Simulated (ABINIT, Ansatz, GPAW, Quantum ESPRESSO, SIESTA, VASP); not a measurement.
**Pb: programs and potentials compared**

```xyz
1
Lattice="0.0193 2.4629 2.4528 2.5029 -0.0067 2.4789 2.4813 2.4674 0.0148" Properties=species:S:1:pos:R:3 pbc="T T T"
Pb    0.0000    0.0000    0.0000
```

Alike in all runs: task single point; functional PBE; k mesh 9 × 9 × 9; occupations fermi-dirac, width 0.05 eV; no spin polarisation; no spin-orbit coupling. Pressure is positive in compression and, in plane waves, holds the error of the finite cutoff, which Ansatz's Pulay term estimates and takes out.

```
                                                                                   program and potentials  plane-wave cutoff (eV)                             notes  pressure (GPa)
                                                                                 ABINIT, JTH PAW PBE v2.0                     599                                 -            2.69
                                                                Quantum ESPRESSO, SSSP 1.3 efficiency PBE                     748                                 -            2.48
SIESTA, files PseudoDojo sr-pbe-0.4.1-standard, DZP (energy shift 0.003 Ry; two zetas on semicore shells)                       -                      atomic basis            3.12
                                                                         VASP, PBE PAW files Pb_d, 520 eV                     520                                 -            2.55
                                                           Ansatz, all-electron LAPW, scalar-relativistic                       -                                 -            2.63
                                                                    Ansatz, Ansatz PAW (earlier soft set)                     420  Pulay term of +0.03 GPa included            2.62
                                                               GPAW, GPAW PAW data sets (gpaw-data 1.2.1)                     600                                 -            2.36
```

The pressure spans 2.36 (GPAW, GPAW PAW data sets (gpaw-data 1.2.1)) to 3.12 GPa (SIESTA, files PseudoDojo sr-pbe-0.4.1-standard, DZP (energy shift 0.003 Ry; two zetas on semicore shells)), with all-electron results at 2.63. Rows in atomic bases carry the error of their basis and grid, which can be large.

The functional is the same throughout but for its coding, so the spread measures potentials, basis and numerics; runs on potential files found faulty are left out.
